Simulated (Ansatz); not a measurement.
**How AlNi$_{3}$ stores the work of compression**

Theory: DFT PBE, scalar-relativistic, plane waves, PAW (Ansatz 0.2.0). (420 eV cutoff, 12×12×12 k-mesh, Gaussian smearing of 0.10 eV, collinear spin)

Reference structure (relaxed):

```xyz
4
Lattice="3.5667 0.0000 0.0000 0.0000 3.5667 0.0000 0.0000 0.0000 3.5667" Properties=species:S:1:pos:R:3 pbc="T T T"
Al    0.0000    0.0000    0.0000
Ni    0.0000    1.7833    1.7833
Ni    1.7833    0.0000    1.7833
Ni    1.7833    1.7833    0.0000
```

Cell and atoms were relaxed at each target pressure within the start's symmetry (Pm-3m), at zero temperature; other phases can be more stable under pressure. H = E + PV with P the target; E is the free energy at the smearing used, whose derivative the pressure is, per atom and counted from zero pressure.

```
P (GPa) V (Å³/atom) E − E0 (meV) H − H0 (meV)
      0       11.343           0.0           0.0
      3       11.163           1.7         210.7
      8       10.897          10.7         554.9
     15       10.575          33.7        1023.7
     30       10.019         110.5        1986.5
     60        9.229         327.4        3783.7
```

Problem. Thermodynamics gives dH/dP = V along a relaxed path. Integrate V over P by the trapezoid rule and compare with the computed enthalpies.

Solution. With 1 eV/Å³ = 160.22 GPa, each step adds the mean volume times ΔP / 160.22:
```
P (GPa)  ∫V dP (meV) H − H0 (meV) difference (meV)
      3        210.7         210.7               0.0
      8        554.9         554.9               0.1
     15       1024.0        1023.7               0.3
     30       1988.0        1986.5               1.5
     60       3790.1        3783.7               6.4
```

V(P) curves upward, so the trapezoid rule runs high; integrating a smooth curve through the same points puts that excess at about 6.5 meV at 60 GPa, against the 6.4 meV found.

Problem. At 60 GPa, how much of the enthalpy change is stored energy and how much is the PV term?

Solution. E rises by 327 meV/atom and PV is 60 × 9.229 / 160.22 = 3456 meV/atom, so PV makes 91 % of ΔH. So between rival structures at high pressure a small difference in volume can outweigh the difference in energy: 1 % of this volume is worth 34.6 meV/atom at this pressure.

Problem. What bulk modulus do the lowest pressures give?

Solution. From the pressures that the runs reached, -2.98 GPa (11.538 Å³) and 3.02 GPa (11.163 Å³), B = −ΔP/Δln V = 6.00 / 0.0330 = 182 GPa, a mean over that range.